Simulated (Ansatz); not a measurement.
**ZrH₃: what symmetry allows forces and stress to be**

```yaml
crystal:
  lattice:
    - [3.08502, 0.00000, 0.00000]
    - [0.00000, 3.36637, 0.00000]
    - [0.00000, 0.00000, 3.08502]
  atoms:
    - { symbol: Zr, position: [0.00000, 0.97539, 0.00000] }
    - { symbol: H, position: [0.00000, 0.49767, 0.50000] }
    - { symbol: H, position: [0.50000, 0.02927, 0.50000] }
    - { symbol: H, position: [0.50000, 0.49767, 0.00000] }
```

The calculation used DFT PBEsol, scalar-relativistic, plane waves, PAW in Ansatz.

Settings: cutoff 420 eV, Γ-centred mesh 12×12×12 on the computed 4-atom cell, Gaussian smearing of 0.10 eV; no spin polarisation.

This distorted cell has space group P4mm, with 8 operations.

Without a calculation: in which directions can each atom feel a force?

A force must be left unchanged by every operation that keeps its atom in place, so it lies in the space that those operations leave fixed. Atoms that the group maps onto each other feel forces of one size.
| atom | site symmetry | operations at the site | equivalent to atom | allowed force (Cartesian) |
| --- | --- | --- | --- | --- |
| Zr1 | 4mm | 8 | 1 | along (0.00, 1.00, 0.00) |
| H2 | 2mm. | 4 | 2 | along (0.00, 1.00, 0.00) |
| H3 | 4mm | 8 | 3 | along (0.00, 1.00, 0.00) |
| H4 | 2mm. | 4 | 2 | along (0.00, 1.00, 0.00) |

That leaves 3 independent force components of 12, tied by 1 condition that the forces sum to zero, so 2 remain. A relaxation in this cell that keeps the symmetry moves the atoms in these directions alone.

And the stress tensor?

It must be invariant under the point group, which leaves 2 independent components: yz, xz, xy vanish; xx = zz.

Do the computed values obey this?

Yes. Forces (eV/Å):
```
Zr1  0.000  0.183  0.000
H2   0.000  0.056  0.000
H3   0.000 -0.294  0.000
H4   0.000  0.056  0.000
```

Stress (GPa, compression positive, xx yy zz yz xz xy): -3.37 -20.15 -3.37 0.00 0.00 0.00. The program imposes the same operations on density, forces and stress, so this confirms the analysis and is no independent test of the calculation.